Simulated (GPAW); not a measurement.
# GaAs (F-43m) in GPAW: settings compared, part 2 of 3

GPAW 26.7.0. The steps go on from the part before.

## Step 3: Band structure, PBE

File run.py:

```python
from ase.dft.bandgap import bandgap
from ase.io import read, write
from gpaw import GPAW

atoms = read('GaAs.cif')

calc = GPAW(mode='lcao',
            h=0.16,
            basis='szp(dzp)',
            xc='PBE',
            kpts={'size': (8, 8, 8), 'gamma': True},
            occupations={'name': 'fermi-dirac', 'width': 0.05},
            convergence={'density': 1e-05, 'energy': 1e-05},
            maxiter=150,
            txt='gpaw.txt')
atoms.calc = calc
energy = atoms.get_potential_energy()
forces = atoms.get_forces()
calc.write('gs.gpw')
write('result.traj', atoms)
print(f'Energy: {energy:.6f} eV')
print('Forces (eV/A):')
print(forces.round(4))
print('Fermi level:', round(calc.get_fermi_level(), 4), 'eV')
print(f'Gap: {bandgap(calc)[0]:.4f} eV, direct: {bandgap(calc, direct=True)[0]:.4f} eV')

path = atoms.cell.bandpath('GXWKGLUWLK,UX', npoints=60, eps=1e-4)
bs_calc = calc.fixed_density(kpts=path, symmetry='off', txt='bands.txt')
bs = bs_calc.band_structure()
bs.write('bs.json')
print(f'Gap on the path: {bandgap(bs_calc)[0]:.4f} eV')
```

File GaAs.cif:

```cif
data_GaAs
_cell_length_a 3.99776961
_cell_length_b 3.99776961
_cell_length_c 3.99776961
_cell_angle_alpha 60.00000000
_cell_angle_beta 60.00000000
_cell_angle_gamma 60.00000000
_space_group_name_H-M_alt 'P1'
_space_group_name_Hall 'P 1'
_space_group_IT_number 1
loop_
_space_group_symop_operation_xyz
'x,y,z'
loop_
_atom_site_label
_atom_site_type_symbol
_atom_site_symmetry_multiplicity
_atom_site_Wyckoff_symbol
_atom_site_fract_x
_atom_site_fract_y
_atom_site_fract_z
_atom_site_occupancy
As1 As 1 a 0.7500000000 0.7500000000 0.7500000000 1
Ga1 Ga 1 a 0.0000000000 0.0000000000 0.0000000000 1
```

Potentials or basis: GPAW PAW data sets (gpaw-data 1.2.1), lcao:szp(dzp).

The run is started by

```console
> OMP_NUM_THREADS=1 python run.py
```

gpaw.txt:

```text
__  _  _
 | _ |_)|_||  |
 |__||  | ||/\| - 26.7.0

Input parameters:
  mode=LCAO(),
  basis={'default': 'szp(dzp)'},
  convergence={'density': 1e-05, 'energy': 1e-05},
  h=0.16,
  kpts=MonkhorstPack(size=(8, 8, 8), gamma=True),
  maxiter=150,
  occupations=Occupations(name='fermi-dirac', width=0.05),
  xc=XC(name='PBE')

                         As

       Ga

Atoms  # Å, Bohr magnetons
|   | symbol |        x |        y |        z |    initial magnetic moments |
|---|--------|----------|----------|----------|-----------------------------|
| 0 |     As | 5.996654 | 3.462170 | 2.448124 | ( 0.0000,  0.0000,  0.0000) |
| 1 |     Ga | 0.000000 | 0.000000 | 0.000000 | ( 0.0000,  0.0000,  0.0000) |

Unit cell  # Å
| periodic |        x |        y |        z |  lengths |    angles |
|----------|----------|----------|----------|----------|-----------|
|      yes | 3.997770 | 0.000000 | 0.000000 | 3.997770 | 60.000000 |
|      yes | 1.998885 | 3.462170 | 0.000000 | 3.997770 | 60.000000 |
|      yes | 1.998885 | 1.154057 | 3.264165 | 3.997770 | 60.000000 |

Number of symmetries: 24
Symmetry operations  # r_c * U_cc + t_c -> r_c
|    | kind |            matrix            |
|----|------|------------------------------|
|  0 |  E   |  1, 0, 0,  0, 1, 0,  0, 0, 1 |
|  1 |  σ   |  1, 0, 0,  0, 0, 1,  0, 1, 0 |
|  2 |  σ   |  1, 0,-1,  0, 1,-1,  0, 0,-1 |
|  3 |  C3  |  1, 0,-1,  0, 0,-1,  0, 1,-1 |
|  4 |  C3  |  1,-1, 0,  0,-1, 1,  0,-1, 0 |
|  5 |  σ   |  1,-1, 0,  0,-1, 0,  0,-1, 1 |
|  6 |  σ   |  0, 1, 0,  1, 0, 0,  0, 0, 1 |
|  7 |  C3  |  0, 1, 0,  0, 0, 1,  1, 0, 0 |
|  8 |  C2  |  0, 1,-1,  1, 0,-1,  0, 0,-1 |
|  9 |  S4  |  0, 1,-1,  0, 0,-1,  1, 0,-1 |
| 10 |  C3  |  0, 0, 1,  1, 0, 0,  0, 1, 0 |
| 11 |  σ   |  0, 0, 1,  0, 1, 0,  1, 0, 0 |
| 12 |  S4  |  0, 0,-1,  1, 0,-1,  0, 1,-1 |
| 13 |  C3  |  0, 0,-1,  0, 1,-1,  1, 0,-1 |
| 14 |  S4  |  0,-1, 1,  1,-1, 0,  0,-1, 0 |
| 15 |  C2  |  0,-1, 1,  0,-1, 0,  1,-1, 0 |
| 16 |  C3  |  0,-1, 0,  1,-1, 0,  0,-1, 1 |
| 17 |  S4  |  0,-1, 0,  0,-1, 1,  1,-1, 0 |
| 18 |  S4  | -1, 1, 0, -1, 0, 1, -1, 0, 0 |
| 19 |  C3  | -1, 1, 0, -1, 0, 0, -1, 0, 1 |
| 20 |  C3  | -1, 0, 1, -1, 1, 0, -1, 0, 0 |
| 21 |  S4  | -1, 0, 1, -1, 0, 0, -1, 1, 0 |
| 22 |  σ   | -1, 0, 0, -1, 1, 0, -1, 0, 1 |
| 23 |  C2  | -1, 0, 0, -1, 0, 1, -1, 1, 0 |

BZ-sampling:
  Number of BZ points: 512
  Number of IBZ points: 29

  Monkhorst-Pack size: [8, 8, 8]
  Monkhorst-Pack shift: [0.0625, 0.0625, 0.0625]

K-points  # in reciprocal-cell coordinates
|     |                                coordinates |     weight |
|-----|--------------------------------------------|------------|
|   0 | (  0.00000000,   0.00000000,   0.00000000) | 0.00195312 |
|   1 | (  0.12500000,   0.12500000,   0.00000000) | 0.01171875 |
|   2 | (  0.12500000,   0.12500000,   0.12500000) | 0.01562500 |
|   3 | (  0.25000000,   0.12500000,   0.12500000) | 0.02343750 |
|   4 | (  0.25000000,   0.25000000,   0.00000000) | 0.01171875 |
|   5 | (  0.25000000,   0.25000000,   0.12500000) | 0.04687500 |
|   6 | (  0.25000000,   0.25000000,   0.25000000) | 0.01562500 |
|   7 | (  0.37500000,   0.25000000,  -0.37500000) | 0.04687500 |
|   8 | (  0.37500000,   0.25000000,   0.12500000) | 0.04687500 |
|   9 | (  0.37500000,   0.25000000,   0.25000000) | 0.04687500 |
| ... |                                            |            |
|  28 | (  0.50000000,   0.50000000,   0.50000000) | 0.00781250 |

basis functions: 18
Spin-components: 1 (collinear spins)
Bands:           8
Projectors:      10
Spin-degeneracy: 2
Datatype:        <class 'complex'>

Parallelization:
  kpt:    1
  domain: 1
  band:   1

Density:
  Valence electrons: 8.0
  Components: 1
  Grid points: [20 20 20]
  Charge: 0.0  # |e|

Potential:
  Grid points: [20 20 20]

species:
  As:
    name:    Arsenic
    Z:       33.0
    valence: 5
    core:    28
    charge:  0.0  # [|e|]
    compensation charges:
      type: gauss
      rc: 0.33  # [Å]
      lmax: 2
    cutoffs:
      filter: 1.87  # [Å]
[... 136 lines left out ...]
|-----|--------------------------------------------|------------|
|   0 | (  0.00000000,   0.00000000,   0.00000000) | 0.00195312 |
|   1 | (  0.12500000,   0.12500000,   0.00000000) | 0.01171875 |
|   2 | (  0.12500000,   0.12500000,   0.12500000) | 0.01562500 |
|   3 | (  0.25000000,   0.12500000,   0.12500000) | 0.02343750 |
|   4 | (  0.25000000,   0.25000000,   0.00000000) | 0.01171875 |
|   5 | (  0.25000000,   0.25000000,   0.12500000) | 0.04687500 |
|   6 | (  0.25000000,   0.25000000,   0.25000000) | 0.01562500 |
|   7 | (  0.37500000,   0.25000000,  -0.37500000) | 0.04687500 |
|   8 | (  0.37500000,   0.25000000,   0.12500000) | 0.04687500 |
|   9 | (  0.37500000,   0.25000000,   0.25000000) | 0.04687500 |
| ... |                                            |            |
|  28 | (  0.50000000,   0.50000000,   0.50000000) | 0.00781250 |

basis functions: 18
Spin-components: 1 (collinear spins)
Bands:           8
Projectors:      10
Spin-degeneracy: 2
Datatype:        <class 'complex'>

Parallelization:
  kpt:    1
  domain: 1
  band:   1

Density:
  Valence electrons: 8.0
  Components: 1
  Grid points: [20 20 20]
  Charge: 0.0  # |e|

Potential:
  Grid points: [20 20 20]

species:
  As:
    name:    Arsenic
    Z:       33.0
    valence: 5
    core:    28
    charge:  0.0  # [|e|]
    compensation charges:
      type: gauss
      rc: 0.33  # [Å]
      lmax: 2
    cutoffs:
      filter: 1.87  # [Å]
      core: 2.96  # [Å]
    projectors
    | kind |    occ | energy [eV] | rcut [Å] |
    |------|--------|-------------|----------|
    |   4s |  2.000 |     -14.487 |    1.058 |
    |   4p |  3.000 |      -5.196 |    1.058 |
    |    s |        |      12.725 |    1.058 |
    |    p |        |      22.016 |    1.058 |
    |    d |        |       0.000 |    1.058 |

    LCAO basis set for As:
      Name: szp(dzp)
      File: <dir>
      Number of radial functions: 3
      Number of spherical harmonics: 9
        l=0, rc=6.1250 Bohr: 4s-sz confined orbital
        l=1, rc=7.9531 Bohr: 4p-sz confined orbital
        l=2, rc=7.9531 Bohr: d-type Gaussian polarization
      Number of RI-basis functions 0

  Ga:
    name:    Gallium
    Z:       31.0
    valence: 3
    core:    28
    charge:  0.0  # [|e|]
    compensation charges:
      type: gauss
      rc: 0.37  # [Å]
      lmax: 2
    cutoffs:
      filter: 2.06  # [Å]
      core: 4.17  # [Å]
    projectors
    | kind |    occ | energy [eV] | rcut [Å] |
    |------|--------|-------------|----------|
    |   4s |  2.000 |      -8.945 |    1.164 |
    |   4p |  1.000 |      -2.580 |    1.164 |
    |    s |        |      18.266 |    1.164 |
    |    p |        |      24.631 |    1.164 |
    |    d |        |       0.000 |    1.164 |

    LCAO basis set for Ga:
      Name: szp(dzp)
      File: <dir>
      Number of radial functions: 3
      Number of spherical harmonics: 9
        l=0, rc=7.2656 Bohr: 4s-sz confined orbital
        l=1, rc=10.3438 Bohr: 4p-sz confined orbital
        l=2, rc=10.3438 Bohr: d-type Gaussian polarization
      Number of RI-basis functions 0

Reference energy: -114387.645129  # eV

eigensolver:
  <gpaw.new.lcao.eigensolver.LCAOEigensolver object>
density mixing:
  MSR1-Mixer
  Pratt-step length: 0.05
  Maximum mixing coefficient: 0.75
  Old densities: 10
  SVD Regularization: 0.005
  Good broyden scale: 1.0
  Trust region scale: 1.0
  Backstep threshold: 4.0
  History deletion threshold: 6.0
  Fourier metric: weight=20.0, sigma=0.015

occupation numbers:
  Fermi-Dirac:
    width: 0.0500  # eV

FastPoissonSolver using
    Stencil: 12*3+1=37 point O(h^6) finite-difference Laplacian
    FFT axes: [np.int64(0), np.int64(1), np.int64(2)]
    FST axes: []

xc functional:
  name: PBE with 2 nearest neighbor stencil
interpolation: tri-quintic # 5. degree polynomial

convergence criteria:
- Maximum integral of absolute [dens]ity change: 1e-05 electrons / valence electron
- Maximum [total energy] change in last 3 cyles: 1e-05 eV / valence electron
- Maximum integral of absolute [eigenst]ate change: 4e-08 eV^2 / valence electron
maximum number of iterations: 150

SCF iterations
|iter     | |      energy | eigst |  dens |
|---------|-|-------------|-------|-------|
|iter:   1| |   -7.735291 |      c|       |
|iter:   2| |   -7.726495 |      c| -1.01 |
|iter:   3| |   -7.684646 |      c| -1.04 |
|iter:   4| |   -7.684175 |      c| -1.62 |
|iter:   5| |   -7.684161 |      c| -2.31 |
|iter:   6| |   -7.684158c|      c| -3.34 |
|iter:   7| |   -7.684158c|      c| -4.49 |
|iter:   8| |   -7.684158c|      c| -5.83c|

Converged in 8 steps
Energy contributions relative to reference atoms: (reference = -114387.645129)

Energy contributions:
  Kinetic:          17.799154
  Coulomb:         -15.492095
  Zero:              0.060166
  External:          0.000000
  Xc:              -10.051374
  Entropy:          -0.000018
  Spinorbit:         0.000000
  ----------------------------
  Free energy:      -7.684167
  Extrapolated:     -7.684158

dipole moment: (-15.152078, -8.748056, -6.185810)  # |e|*Ang

Fermi level: 5.003
Eigenvalues  # (at kpt = [0.000, 0.000, 0.000])
| band index |      eig [eV] | occ [0-2] |
|------------|---------------|-----------|
|          0 |        -8.026 |     2.000 |
|          1 |         4.696 |     1.996 |
|          2 |         4.696 |     1.996 |
|          3 |         4.696 |     1.996 |
|          4 |         5.251 |     0.014 |
|          5 |         8.683 |     0.000 |
|          6 |         8.683 |     0.000 |
|          7 |         8.683 |     0.000 |

Gap: 0.555 eV
Transition (v -> c):
  (s=0, k=0, n=3, [0.00, 0.00, 0.00]) -> (s=0, k=0, n=4, [0.00, 0.00, 0.00])
No difference between direct/indirect transitions

Forces  # eV/Ang
|        x |        y |        z |
|----------|----------|----------|
| -0.00000 | -0.00000 |  0.00000 |  # As   0
|  0.00000 | -0.00000 | -0.00000 |  # Ga   1

# Writing to gs.gpw (mode='')
```

Wall time 87 s (1 thread of Intel Xeon Platinum 8488C (Sapphire Rapids), shared host); peak memory 0.18 GiB.

These settings aren't checked as converged: the numbers below hold their error.

What came out:

| Property | Result |
| --- | --- |
| Free energy | -7.6842 eV |
| Band gap on the k mesh | 0.56 eV, direct |
| Band gap along the path | 0.56 eV, direct |

Caveat: the real-space grid adds noise to forces; the basis of atomic orbitals isn't converged, which shifts pressures, moduli and gaps.

[end of part 2 of 3]
